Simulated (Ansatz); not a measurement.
MnS:

```
Mn S
1.0
     0.00000    2.60450    2.60450
     2.60450    0.00000    2.60450
     2.60450    2.60450    0.00000
Mn S
1 1
Direct
  0.00000 0.00000 0.00000
  0.50000 0.50000 0.50000
```

Base run:

| Property | Result |
| --- | --- |
| Program | Ansatz 0.2.0 |
| Functional | LDA |
| Potentials or basis | Ansatz PAW |
| Cutoff | 420 eV (not typed: the program's choice for these potentials) |
| k mesh | 9 × 9 × 9 |
| Occupations | fermi-dirac, width 0.05 eV |
| Spin | collinear spin, ferromagnetic start |
| Starting moments | [4.0, 0.0] μB |

Its results: band gap on the k mesh none (metal or under the smearing width); pressure -11.6 GPa; net moment 4.57 μB per cell; site moments Mn +4.08; S +0.14 μB.

Task: The run is repeated on the same cell with these changes: functional from LDA to RPBE. What comes out?

Result: Band gap on the k mesh none (metal or under the smearing width); pressure 0.6 GPa; net moment 4.77 μB per cell; site moments Mn +4.26; S +0.15 μB.

RPBE binds less tightly than LDA, so the same cell stands under more pressure.

Caveats: a cell with one magnetic atom can't hold antiferromagnetic order, which such compounds often take; semilocal functionals often make such compounds metallic where correlation or magnetic order opens a gap, which also shifts bond lengths; the PAW data sets come from PBE, with cores solved anew for the run's functional, which leaves a small shift of forces and pressure.
